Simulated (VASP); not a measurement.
A run of VASP 6.6.1:

File INCAR:

```
  PREC = Accurate
  ENCUT = 600
  EDIFF = 1E-7
  ISMEAR = 0
  SIGMA = 0.15
  LREAL = False
  LASPH = True
  NELM = 150
  ALGO = Fast
  ISIF = 3
  LWAVE = False
  LCHARG = False
  ISPIN = 2
  MAGMOM = 1 1 1 1 0 0 0 0 0 0
  LORBIT = 11
  LMAXMIX = 4
  GGA = PE
  IBRION = 2
  NSW = 36
  EDIFFG = -0.08
```

Contents of KPOINTS:

```
regular mesh
0
Gamma
  3 3 3
```

Contents of POSCAR:

```
Ir2O3
1.0
    4.5863298700      0.0000000000      0.0000000000
    0.0000000000      4.5863298700      0.0000000000
    0.0000000000      0.0000000000      4.5863298700
Ir O
4 6
Direct
    0.2500000000      0.2500000000      0.2500000000
    0.2500000000      0.7500000000      0.7500000000
    0.7500000000      0.7500000000      0.2500000000
    0.7500000000      0.2500000000      0.7500000000
    0.5000000000      0.0000000000      0.0000000000
    0.5000000000      0.0000000000      0.5000000000
    0.0000000000      0.5000000000      0.0000000000
    0.5000000000      0.5000000000      0.0000000000
    0.0000000000      0.5000000000      0.5000000000
    0.0000000000      0.0000000000      0.5000000000
```

Potentials or basis: VASP PAW PBE potentials, release 64 (Ir, O).

Launch:

```bash
$ cat potpaw_PBE.64/Ir/POTCAR potpaw_PBE.64/O/POTCAR > POTCAR
$ mpirun -np 1 vasp_std > vasp.out
```

Hardware: 1 thread of Intel(R) Xeon(R) Platinum 8488C (Sapphire Rapids), with other jobs on the host.

Estimate the wall time of this run.

It took 3.5 min on 1 thread of Intel(R) Xeon(R) Platinum 8488C (Sapphire Rapids), with other jobs on the host, peak memory 0.31 GiB. Counts: scf iterations 75, k points 4, ion steps 4.
